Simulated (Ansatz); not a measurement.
Band gaps on a Γ-centred 6×6×6 mesh, computed with PBE in Ansatz (all-electron LAPW, point nucleus), no spin polarisation, no spin–orbit coupling.

(1) Which crystal has a gap of 0.83 eV, direct?
A. AlN (zinc blende, a = 4.400 Å)
B. MgO (rock salt, a = 4.250 Å)
C. CuCl (zinc blende, a = 5.420 Å)
D. BaO (rock salt, a = 5.590 Å)
E. TePb (rock salt, a = 6.570 Å)
F. GaAs (zinc blende, a = 5.750 Å)

## Answers

(1) E. TePb 0.83 eV, direct; BaO 2.13 eV, direct; GaAs 0.14 eV, direct; MgO 4.48 eV, direct; AlN 3.30 eV, indirect; CuCl 0.53 eV, direct.

Model structures, not the usual forms at ambient conditions (metastable or hypothetical): AlN (zinc blende type). A gap read on the mesh is an upper bound of this method's gap, since the mesh can miss a band edge. Spin–orbit coupling is left out; with heavy elements it can shift the gap and split levels by tenths of an eV. Semilocal functionals give gaps that mostly lie well below measured ones.
